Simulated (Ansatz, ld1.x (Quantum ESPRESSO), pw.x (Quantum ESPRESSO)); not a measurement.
## Equation-of-state test of one TM potential (titanium (Ti))

* Element: Ti (Z = 22)
* Generator: ld1.x (Quantum ESPRESSO) 7.5
* Type: norm-conserving Troullier–Martins (Kleinman–Bylander form)
* Functional: PBE
* Relativity: scalar-relativistic
* Frozen core: [Ar]
* Valence charge: 4
* Reference configuration: 3d2 4s2 4p0
* Partial waves: 4p (bound, empty): rc 4.00 bohr; 3d (bound): rc 1.25 bohr; 4f channel at 0.05 Ry: rc 3.70 bohr; 4s (bound): rc 2.95 bohr
* Local potential: the s channel
* Core correction: a·sin(br)/r model core inside 1.15 bohr

Atomic tests: cutoffs needed: 100 Ry and 120 Ry (the cutoffs (Ry, on a coarse ladder) from which the occupation-weighted sum of valence levels, in a spherical-Bessel basis at the reference potential, stays within 10 and 1 mRy of its value at 400 Ry); ghost test: no extra level below or beside the all-electron valence levels (p, d, f, s tested) (spherical-Bessel basis up to 400 Ry, 20 bohr box); configuration tests: 4 of 7 tests not solved or not reliable.

Crystal test: fcc Ti in pw.x 7.5, no spin, 14³ k-points, Fermi–Dirac smearing 0.01 Ry, cutoffs 145/580 Ry. The reference is all-electron LAPW (Ansatz 0.2.0) with the same functional, mesh and smearing; V0 and B0 come from Birch–Murnaghan fits to the pressures at five volumes. Errors are pseudo minus all-electron; Δ is the rms difference of the E(V) curves that follow from these fits, minima aligned, over ±6 % about the mean V0. Mesh and smearing are coarse, so the numbers serve the comparison and aren't converged zero-temperature values; the lattice is a test structure that the element need not adopt.

All-electron: a0 = 4.119 Å (V0 = 17.47 Å³/atom), B0 = 106.1 GPa.

**Question.** How far does the potential miss the all-electron equation of state?

**Answer.** mean pressure error (GPa): +6.08. The pressure does not cross zero within the volumes sampled, so no fit is given. The largest radius (4.00 bohr) exceeds half the bond length (2.75 bohr), so the spheres overlap, which is one possible source of error among others. This is a poor potential for the solid. Atomic configuration tests: 4 of 7 tests not solved or not reliable.

```
V (Å³/atom)  P all-electron (GPa)  P pseudo (GPa)
     16.608                  5.83           13.05
     17.045                  2.70            9.29
     17.482                 -0.10            5.92
     17.919                 -2.60            2.91
     18.356                 -4.83            0.22
```

**Question.** At the middle volume, how do free energy and pressure move when the wave cutoff is lowered (ecutrho kept at four times it)?

**Answer.**

```csv
cutoff (Ry),shift of F (meV/atom),shift of P (GPa)
65,+2704.7,-73.84
87,+407.4,-20.52
116,+9.8,-1.17
```

Input at the middle volume:

```
&control
  calculation='scf', prefix='x', pseudo_dir='./', outdir='./tmp', tstress=.true., disk_io='none'
/
&system
  ibrav=0, nat=1, ntyp=1, ecutwfc=145, ecutrho=580, nbnd=9,
  occupations='smearing', smearing='fd', degauss=0.01
/
&electrons
  conv_thr=1e-09, mixing_beta=0.4, electron_maxstep=70
/
ATOMIC_SPECIES
Ti 1.0 Ti.UPF
CELL_PARAMETERS angstrom
  0.00000000 2.05993590 2.05993590
  2.05993590 0.00000000 2.05993590
  2.05993590 2.05993590 0.00000000
ATOMIC_POSITIONS crystal
Ti 0.0000 0.0000 0.0000
K_POINTS automatic
14 14 14 0 0 0
```

```bash
pw.x < Ti.scf.in > Ti.scf.out
```

Lines of the output:

```
Message from routine setup:
     using ibrav=0 with symmetry is DISCOURAGED, use correct ibrav instead
     lattice parameter (alat)  =       5.5051  a.u.
     unit-cell volume          =     117.9744 (a.u.)^3
     number of electrons       =         4.00
     number of Kohn-Sham states=            9
     kinetic-energy cutoff     =     145.0000  Ry
     charge density cutoff     =     580.0000  Ry
     scf convergence threshold =      1.0E-09
     Exchange-correlation= PBE
     number of k points=   104  Fermi-Dirac smearing, width (Ry)=  0.0100
     iteration #  1     ecut=   145.00 Ry     beta= 0.40
     total energy              =     -18.17991727 Ry
     estimated scf accuracy    <       0.02280517 Ry
     iteration #  2     ecut=   145.00 Ry     beta= 0.40
     total energy              =     -18.18274698 Ry
     estimated scf accuracy    <       0.00104048 Ry
     iteration #  3     ecut=   145.00 Ry     beta= 0.40
     total energy              =     -18.18287211 Ry
     estimated scf accuracy    <       0.00016566 Ry
     iteration #  4     ecut=   145.00 Ry     beta= 0.40
     total energy              =     -18.18287621 Ry
     estimated scf accuracy    <       0.00000142 Ry
     iteration #  5     ecut=   145.00 Ry     beta= 0.40
     total energy              =     -18.18287674 Ry
     estimated scf accuracy    <       0.00000004 Ry
     iteration #  6     ecut=   145.00 Ry     beta= 0.40
     total energy              =     -18.18287675 Ry
     estimated scf accuracy    <       0.00000004 Ry
     iteration #  7     ecut=   145.00 Ry     beta= 0.40
     the Fermi energy is     8.1577 ev
!    total energy              =     -18.18287676 Ry
     estimated scf accuracy    <          2.2E-10 Ry
     smearing contrib. (-TS)   =      -0.00770993 Ry
     The total energy is F=E-TS. E is the sum of the following terms:
     one-electron contribution =       5.68629898 Ry
     hartree contribution      =       0.29327135 Ry
     xc contribution           =     -14.73229047 Ry
     ewald contribution        =      -9.42244669 Ry
     convergence has been achieved in   7 iterations
          total   stress  (Ry/bohr**3)                   (kbar)     P=       59.24
     Message from routine punch:
     Nothing written, as per user request (disk_io='none')
```

The run at the middle volume (104 k-points, 7 iterations) took about 44 s on one core of a shared host (Neoverse-V1, 32 threads, 247 GiB, load 10).
